## Six hexagonal crystals without names

The electric field gradient measures how far the charge around a nucleus departs from cubic symmetry. Nuclei with a quadrupole moment respond to it, so it shows up as a splitting in magnetic and quadrupole resonance. In the crystals below, the principal axis is the hexagonal axis $c$, and $V_{zz}$ is the second derivative of the electrostatic potential along it. Electrons gathered along $c$ make it negative; electrons gathered in the plane make it positive.

Six elements have been calculated with density-functional theory (PBEsol) in the same space group, with two atoms in the cell. The table below gives their gradients under the letters A to F.

Two more clues come from the cells. They hold 44.72 (row A), 105.5 (B), 56.71 (C), 37.81 (D), 28.57 (E) and 19.28 (F) cubic angstroms per atom. In five of them the ratio of height to width, $c/a$, lies between about 1.6 and 1.7, near the value for close-packed spheres. Row B is the exception, with a ratio of 2.606 and a width of 4.54 Å.

With the densities of the ordinary elements at hand, which row belongs to which element, and does the gradient help to decide?

Elements in space group P6_3/mmc, two atoms per fixed cell, calculated with Ansatz 0.2.0 using PBEsol and scalar-relativistic frozen-core PAW (default datasets, 420 eV cutoff), without spin polarization. Fermi-Dirac smearing is 0.03 to 0.08 eV and k meshes run from 9×9×3 to 18×18×10. Vzz is the largest principal value, by size, of the electric field gradient at the atom M. Candidates: Bi, As, Na, Tl, Sr, Ca.

| row | Vzz at M (1e21 V/m^2) |
| --- | --- |
| A | -0.36 |
| B | -22.49 |
| C | -0.43 |
| D | -0.02 |
| E | -0.15 |
| F | 0.03 |

### Size comes first

The volume per atom is the natural starting point, because an element keeps roughly the same volume in its different solid forms. Rough values for the ordinary solids, in cubic angstroms, are 56 for strontium, 44 for calcium, 39 for sodium, 35 for bismuth, 29 for thallium and 22 for arsenic. These can be set against the volumes given above for rows A to F. The cells were fixed before the gradients were calculated, so a match identifies the atoms but does not test the functional.

Row C, at 56.71, fits strontium, and row F, the smallest, can only be arsenic. F takes up about an eighth less volume than ordinary arsenic, which is reasonable. Ordinary arsenic has an open layered structure, whereas here each atom has twelve neighbours.

Rows A and D are calcium and sodium. Exchanging them would put each about 15 % away from its usual volume, while the direct assignment leaves both within a few per cent. The gradients agree with this choice: A and C have similar negative values, as two elements of one group well might, while D is close to zero.

Rows E and B remain, for thallium and bismuth, and here volume alone leaves some doubt. E matches thallium at 28.57. But bismuth, like arsenic, is normally layered, and if close packing shrank it by an eighth too, it would come to about 31, not far from E.

Row B settles the matter in an unexpected way. Its 105.5 cubic angstroms per atom fit none of the candidates, but a third of that is 35, the volume of bismuth. Its cell is 4.54 Å wide and $2.606\times4.54=11.8$ Å high, close to the familiar hexagonal cell of bismuth. That cell holds six atoms, and this one holds two.

So B is bismuth in a cell that should hold six atoms but was given only two, most likely through a faulty structure file, and E is thallium. C, F, A and D are sure from their volumes; E and B become sure only through the shape of B's cell. The gradient alone would have decided little: A and C are much alike, and D and F differ by only 0.05, with values so small that their signs are not secure against the k mesh.

The rows with their labels:

| element | Z | group | period | cell | volume (Å³/atom) | first-shell neighbours of M | c/a | shortest distance from M (Å) | Vzz at M (1e21 V/m^2) |
| --- | --- | --- | --- | --- | --- | --- | --- | --- | --- |
| Na | 11 | 1 | 3 | measured cell (COD) | 37.81 | 12 | 1.634 | 3.77 | -0.02 |
| Mg | 12 | 2 | 3 | measured cell (COD) | 23.24 | 12 | 1.624 | 3.20 | 0.10 |
| Al | 13 | 13 | 3 | relaxed with PAW | 16.64 | 12 | 1.622 | 2.86 | -0.09 |
| Ca | 20 | 2 | 4 | measured cell (COD) | 44.72 | 12 | 1.638 | 3.98 | -0.36 |
| As | 33 | 15 | 4 | relaxed with PAW | 19.28 | 12 | 1.678 | 2.98 | 0.03 |
| Sr | 38 | 2 | 5 | measured cell (COD) | 56.71 | 12 | 1.636 | 4.31 | -0.43 |
| Sb | 51 | 15 | 5 | measured cell (COD) | 26.20 | 12 | 1.582 | 3.30 | 2.35 |
| Tl | 81 | 13 | 6 | measured cell (COD) | 28.57 | 12 | 1.599 | 3.41 | -0.15 |
| Bi | 83 | 15 | 6 | measured cell (COD) | 105.5 | 6 | 2.606 | 4.54 | -22.49 |

### Why close packing nearly hides the axis

A hexagonal crystal has a special axis, yet all the close-packed rows except antimony have small gradients. The nearest neighbours suggest one reason. A positive charge at distance $r$, in a direction at angle $\theta$ to the axis, contributes to $V_{zz}$ in proportion to

$$\frac{3\cos^2\theta-1}{r^3}.$$

The six neighbours in the atom's own plane have $\cos^2\theta=0$ and contribute $-1$ each, in units of the inverse cube of the neighbour distance. At the ideal ratio $c/a=\sqrt{8/3}$, the six in the planes above and below are equally far away and have $\cos^2\theta=2/3$, so they contribute $+1$ each. The twelve nearest neighbours therefore cancel exactly, although the site is not cubic.

Stretching the cell along $c$ moves the upper and lower neighbours away, and the negative contribution of the plane wins. Adding all farther ions and an even background of electrons gives, close to the ideal ratio,

$$V_{zz}^{\rm point}\approx1.4\times10^{21}\,\frac{N}{a^3}\left[0.0066-4.4\left(\frac{c}{a}-\sqrt{\frac83}\right)\right]\ \mathrm{V/m^2},$$

where $N$ is the number of valence electrons per atom, taken as the charge of each ion, and $a$ is the cell edge in angstroms.

### Calcium worked through

Calcium has $N=2$, $a=3.98$ Å and $c/a=1.638$, which is 0.005 above the ideal ratio. The bracket is then $0.0066-0.022\approx-0.015$, and $a^3$ is about 63 cubic angstroms. The estimate is

$$V_{zz}^{\rm point}\approx1.4\times10^{21}\times\frac{2}{63}\times(-0.015)\approx-0.0007\times10^{21}\ \mathrm{V/m^2}.$$

The calculation gives $-0.36$ in the same units of $10^{21}$ V/m². The sign agrees, but the computed gradient is about 500 times larger. Calcium's axis ratio lies close to the value at which the point-charge sum vanishes, so the exact factor means little; what counts is that the sum is far too small.

Part of such a gap is familiar. The closed inner shells of an ion deform in the outside field and amplify it at the nucleus, an effect called antishielding. For an ion like calcium the amplification is roughly ten or a few tens, which still leaves most of the gradient unexplained.

Thallium suggests that more than amplification is at work. Its cell is slightly flattened, so the point charges give a small positive value, whereas the computed gradient is $-0.15$. That value lacks spin–orbit coupling, which matters for so heavy an atom, and it is small enough to depend on the k mesh, so its sign deserves a check on both counts. The output printed after this section compares the point-charge sum, which has no adjustable constant, with all nine elements.

### The electrons close to the nucleus

The factor $1/r^3$ points to the likely source. A neighbouring ion acts from several angstroms away, while a valence electron spends part of its time very near the nucleus. An $s$ electron is spherical and gives no gradient. A $p$ electron does, unless the three $p$ directions are equally filled.

A simple yardstick shows how little imbalance is needed. One extra $p$ electron along $c$, with an average $1/r^3$ of one per cubic bohr, gives a gradient of about $-8\times10^{21}$ V/m². Calcium's value then corresponds to roughly $0.36/8\approx0.05$ electron. Bonds along $c$ and in the plane need differ only slightly to shift that much charge. The computed gradients carry an uncertainty of their own here, because the atomic datasets that describe this inner region were made for the PBE functional, not for PBEsol.

This would explain why $c/a$ is a poor guide to the gradient. The ratio describes where the neighbours sit, but the gradient probably records mostly how the valence electrons respond to them, and that depends on which bands are filled. Calcium and strontium are both close to the ideal ratio and still have distinctly negative gradients, though strontium's bands barely overlap and its value was not tested against the smearing. Their low-lying $d$ states may contribute to the imbalance; that is a guess, since the orbital occupations were not analysed.

### What the bismuth row shows

The faulty bismuth cell takes the same idea to its extreme. With two atoms where six belong, the crystal is a stack of flat, sparse sheets. Each atom has six neighbours in its plane at 4.54 Å, and the nearest atoms in the next sheet are 6.5 Å away. The near balance between in-plane and out-of-plane neighbours found in the other cells has gone.

The $p$ orbitals pointing along $c$ now have surroundings quite unlike those in the plane, so unequal filling is to be expected. Bismuth is also heavy, and its valence $p$ electrons come very close to the nucleus, with an average $1/r^3$ of very roughly ten per cubic bohr. One unbalanced electron would then give about $80\times10^{21}$ V/m², and the computed $-22.49$ corresponds to a few tenths of an electron. If the $p$ electrons are the main source, the negative sign means that the excess lies along $c$.

This number describes an artificial crystal, not bismuth metal. Even for the sheets it is provisional, because spin–orbit coupling was left out and the electrons were kept paired, although widely spaced atoms with half-filled $p$ shells might become magnetic.

The volume would have exposed the error before any gradient was calculated. Eight of the nine elements lie within about 13 % of their usual volume per atom, and bismuth is off by a factor of three. For a new crystal, the same questions can be asked in turn: first whether the volume per atom is sensible, then whether the neighbours along the axis and across it are balanced, and then whether the atom has partly filled $p$ shells that reach close to a heavy nucleus. Antimony and the faulty bismuth cell, with the balance disturbed and such shells present, have the two largest gradients, though both values were calculated without spin–orbit coupling. Arsenic is a warning: its axis ratio is nearly as far from ideal as antimony's and its $p$ shell is also partly filled, yet its gradient is only 0.03. Thallium is another: it is heavier than antimony and its cell is also flattened, yet it has just $-0.15$. The last two questions therefore give a hint, not a rule.

Numerical output:

```
Volume as a clue:
  row  volume_A3  recalled_volume_A3   ratio
   Na      37.81                  39  0.9695
   Mg      23.24                  23    1.01
   Al      16.64                  17  0.9788
   Ca      44.72                  44   1.016
   As      19.28                  22  0.8764
   Sr      56.71                  56   1.013
   Sb       26.2                  30  0.8733
   Tl      28.57                  29  0.9852
   Bi      105.5                  35   3.014
Point charges against the calculation:
  row  point_charge_Vzz_1e18  computed_Vzz_1e18  computed_over_point_charge
   Na                 0.1009                -20                      -198.1
   Mg                  4.222                100                       23.68
   Al                  9.919                -90                      -9.074
   Ca                -0.7457               -360                       482.8
   As                 -52.93                 30                     -0.5668
   Sr                -0.1951               -430                        2204
   Sb                  43.48               2350                       54.05
   Tl                  16.55               -150                      -9.062
   Bi                 -279.9             -22490                       80.36
One third of the Bi volume per atom (angstrom^3): 35.17
Volume of Ca above that of Na (percent): 18.28
Vzz of As less Vzz of Na (1e21 V/m^2): 0.05
Vzz of Sr over Vzz of Ca: 1.194
Size of Vzz, Bi over Sr: 52.3
Distance in Bi to the next plane's nearest atoms (angstrom): 6.469
Size of Vzz of one p electron at mean 1/r^3 of 1 per bohr^3 (1e21 V/m^2): 7.774
Imbalance that would give Vzz of Ca at this yardstick (electrons, order of magnitude): 0.04631
```
